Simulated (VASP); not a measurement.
Here is a VASP 6.6.1 calculation.

The input POSCAR:

```
BN
1.0
    0.0000000000      1.8122856213      1.8122856213
    1.8122856213      0.0000000000      1.8122856213
    1.8122856213      1.8122856213     -0.0000000000
  B               N
     1     1
Direct
     0.0000000000000000    0.0000000000000000    0.0000000000000000
     0.2500000000000000    0.2500000000000000    0.2500000000000000
```

INCAR.step1

```
PREC = Accurate ; ENCUT = 600
EDIFF = 1E-8 ; ISMEAR = -1
SIGMA = 0.05 ; LREAL = False
LASPH = True ; NELM = 100
ALGO = Normal ; ISIF = 3
LWAVE = False ; LCHARG = False
GGA = PE ; KPAR = 4
IBRION = 2 ; NSW = 40
EDIFFG = -0.002
```

Contents of INCAR.step2:

```
PREC = Accurate ; ENCUT = 600
EDIFF = 1E-8 ; ISMEAR = -1
SIGMA = 0.05 ; LREAL = False
LASPH = True ; NELM = 100
ALGO = Normal ; ISIF = 3
LWAVE = False ; LCHARG = False
GGA = PE ; KPAR = 4
IBRION = 6 ; NFREE = 2
POTIM = 0.015 ; NSW = 1
```

Contents of KPOINTS:

```
Automatic mesh
0
Gamma
  10 10 10
```

Potentials or basis: VASP PAW PBE potentials, release 64 (B, N).

Run with:

```console
$ cat potpaw_PBE.64/B/POTCAR potpaw_PBE.64/N/POTCAR > POTCAR
$ cp INCAR.step1 INCAR
$ mpirun -np 4 vasp_std > vasp.out
$ cp CONTCAR POSCAR
$ cp INCAR.step2 INCAR
$ mpirun -np 4 vasp_std > vasp.out
```

Problem. Estimate the elastic constants C11, C12, C44.

Solution. 780, 170, 444 GPa.

Problem. Predict the Voigt bulk modulus.

Solution. 373 GPa.

Problem. Predict the highest phonon frequency at Γ, LO-TO splitting left out.

Solution. 1030 cm⁻¹.

Clamped-ion elastic tensor (GPa):
```
780 170 170   0   0   0
170 780 170   0   0   0
170 170 780   0   0   0
  0   0   0 445   0   0
  0   0   0   0 445   0
  0   0   0   0   0 445
```
